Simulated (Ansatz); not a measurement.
System: SnTe (rock salt type), 2 atoms in the cell.

```
CELL_PARAMETERS angstrom
0.00000 3.20500 3.20500
3.20500 0.00000 3.20500
3.20500 3.20500 0.00000
ATOMIC_POSITIONS crystal
Sn 0.00000 0.00000 0.00000
Te 0.50000 0.50000 0.50000
```

Computed with HSE06, plane waves, PAW datasets (generated soft set 1) (Ansatz).

Cutoff 420 eV; exchange singularity: regularized; k-mesh 6×6×6 Γ-centred; Fermi–Dirac smearing of 0.02 eV; no spin polarisation; no spin–orbit coupling.

(1) How large is the gap on this mesh, is it direct, and where do the band edges lie (fractions of the reciprocal vectors of this cell)?

(2) List the levels near the gap at (0.000, 0.000, 0.000), (0.000, 0.000, 0.167), (0.000, 0.000, -0.500), (0.000, 0.167, 0.333), (0.000, 0.167, -0.500), (0.000, 0.333, 0.333), in eV from the top of the valence band (v1 is the highest filled band, c1 the lowest empty one).

Results:

(1) 0.30 eV, direct at (0.000, 0.000, -0.500).

(2) 
```csv
k,v4,v3,v2,v1,c1,c2,c3
"(0.000, 0.000, 0.000)",-5.21,-2.35,-2.35,-2.35,3.79,3.79,3.79
"(0.000, 0.000, 0.167)",-6.38,-2.31,-2.31,-1.56,2.68,2.68,2.71
"(0.000, 0.000, -0.500)",-9.03,-2.02,-2.02,0.00,0.30,0.66,0.66
"(0.000, 0.167, 0.333)",-7.55,-3.07,-2.95,-1.81,1.83,3.18,3.26
"(0.000, 0.167, -0.500)",-8.68,-3.47,-2.79,-1.81,1.89,1.91,3.07
"(0.000, 0.333, 0.333)",-7.28,-3.85,-3.67,-3.67,3.03,4.13,4.76
```

A gap read on the mesh is an upper bound of this method's gap, since the mesh can miss a band edge. Spin–orbit coupling is left out; with heavy elements it can shift the gap and split levels by tenths of an eV.
